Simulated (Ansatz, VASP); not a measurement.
# One calculation of MgO (Periclase), two programs

```
Mg O
1.0
     0.00000    2.10713    2.10713
     2.10713    0.00000    2.10713
     2.10713    2.10713    0.00000
Mg O
1 1
Cartesian
  0.0000 0.0000 0.0000
  2.1071 2.1071 2.1071
```

Alike in both runs: functional PBEsol; k mesh 10 × 10 × 10; occupations gaussian, width 0.02 eV; no spin polarisation.

Ansatz relaxed the structure, and its values are those at the end. VASP's run is a single point on that final structure, the one shown.

```csv
,VASP,Ansatz
version,VASP 6.6.1,Ansatz 0.2.0
potentials or method,"VASP PAW PBE potentials, release 64 (Mg, O)","scalar-relativistic, plane waves, PAW"
plane-wave cutoff (eV),520,420
valence electrons in the cell,8,16
```

```tsv
	VASP	Ansatz	Ansatz less VASP
gap on the k mesh at the Fermi level (eV)	4.62	4.62	0.000
least direct gap on the mesh (eV)	4.62	4.62	0.000
pressure (GPa)	-0.5	0.0	+0.50
```

The two sets of potentials don't hold the same shells in valence.

Caveats: the PAW data sets were made with another functional, which shifts forces and pressure a little (VASP). As with any semilocal functional, this PBEsol gap is likely too small.
